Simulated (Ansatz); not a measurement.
**SiGe: straining the crystal, uniaxial strain along c**

An exercise on one series of results from a longer session: the logs are not shown, and one member is left open.

Computed with Ansatz 0.2.0 (DFT PBEsol, scalar-relativistic, plane waves, PAW, unless a step's input says otherwise).

2 further runs of the same task are left out: 2 set aside as unsound or not needed.

### Starting point

It takes space group P6_3mc (No. 186, hexagonal). The conventional cell has a = 3.901 Å, b = 3.901 Å, c = 6.443 Å, α = 90.00°, β = 90.00°, γ = 120.00°. Around Si (site symmetry 3m) lie 4 Ge at 2.39 to 2.41 Å. Ge (site symmetry 3m) is surrounded by 4 Si at 2.39 to 2.41 Å.

Coordinates:

```
Si Ge
1.0
     3.90060    0.00000    0.00000
    -1.95030    3.37802    0.00000
     0.00000    0.00000    6.44339
Si Ge
2 2
Cartesian
  1.9503 1.1260 5.6350
  0.0000 2.2520 2.4133
  1.9503 1.1260 3.2246
  0.0000 2.2520 0.0029
```

It goes back to an entry of the Materials Project, which need not be the stable form.

It is the result of an earlier relaxation at this level (volume 21.22 Å³/atom; gap on the mesh: 0.35 eV).

The unstrained cell was computed beforehand with the same settings: E(σ→0) = -9749.8662 eV for 4 atoms, gap 0.35 eV over the zone.

Set-up of the first run:

The input, input.yaml:

```yaml
crystal:
  lattice:
    - [3.9103483853, 0.0, 0.0]
    - [-1.9551741927, 3.3864610394, 0.0]
    - [0.0, 0.0, 6.3789588444]
  atoms:
    - { symbol: Si, position: [0.6666666667, 0.3333333333, 0.874546342] }
    - { symbol: Si, position: [0.3333333333, 0.6666666667, 0.374546342] }
    - { symbol: Ge, position: [0.6666666667, 0.3333333333, 0.500452658] }
    - { symbol: Ge, position: [0.3333333333, 0.6666666667, 0.000452658] }
basis:
  ecutwfc: 420
kpoints:
  mp_grid: { grid: [12, 12, 6] }
hamiltonian:
  xc: pbesol
scf:
  occupations: { method: gaussian, width: 0.02 }
output:
  forces: true
  stress: true
  eigenvalues: true
  write_density: true
  write_potential: true
  elf: true
  volumetric_format: npy
relax:
  adjacent_minimum: "off"
  f_tol: 0.008
  max_steps: 40
  cell: { stress_tol: 0.015, fix: [c, angles] }
```

Run with:

```sh
$ ansatz run input.yaml --threads 1 --pin off --max-ram 2560MiB --backend cpu --events-out ev --progress --plain --runs-dir out
```

Among the steps run: Strain -1.0 %; Seeking the band edges at -1.0 %; The cell strained by +1.0 %; Band edges over the zone at +1.0 %; At -2.0 %; Seeking the band edges at -2.0 %; The cell strained by +2.0 %; The gap over the whole zone at +2.0 %; Strain -3.0 %; Band edges over the zone at -3.0 %; At +3.0 %; Seeking the band edges at +3.0 %.

One table of the session follows, with a row left open; its other results are not shown here.

```
strain (%)  ΔE (meV/atom)  a (Å)  b (Å)  c (Å)
      -3.0           11.4  3.918  3.918  6.250
      -2.0            5.0  3.912  3.912  6.315
      -1.0              ?      ?      ?      ?
      +0.0            0.0  3.901  3.901  6.443
      +1.0            1.2  3.895  3.895  6.508
      +2.0            4.6  3.891  3.891  6.572
      +3.0           10.3  3.886  3.886  6.637
```

Q: Estimate the row for strain (%) = -1.0 from the others.

Worked estimate for «ΔE (meV/atom)». A straight line through the neighbours (-2.0, 5.0) and (0.0, 0.0) gives 5.0 + (0.0 − 5.0) × (-1.0 + 2.0) / (0.0 + 2.0) = 2.5; a parabola fitted to 4 rows on both sides gives 1.2.

**Answer.** ΔE (meV/atom): 1.2; a (Å): 3.906; b (Å): 3.906; c (Å): 6.379. In «ΔE (meV/atom)» the line misses by +1.3 and the parabola by 0.0.

ΔE is over the unstrained cell. Stress in GPa, positive in compression, on the Cartesian axes of the input. Gaps are Kohn-Sham gaps over the whole zone (d direct, i indirect).

Limits of these values: The gap runs from 0.10 eV at -3.0 % through 0.35 to 0.21 eV at +3.0 %, and changes between direct and indirect on the way. Warnings in the runs' records: symmetry narrowed by cell relaxation.
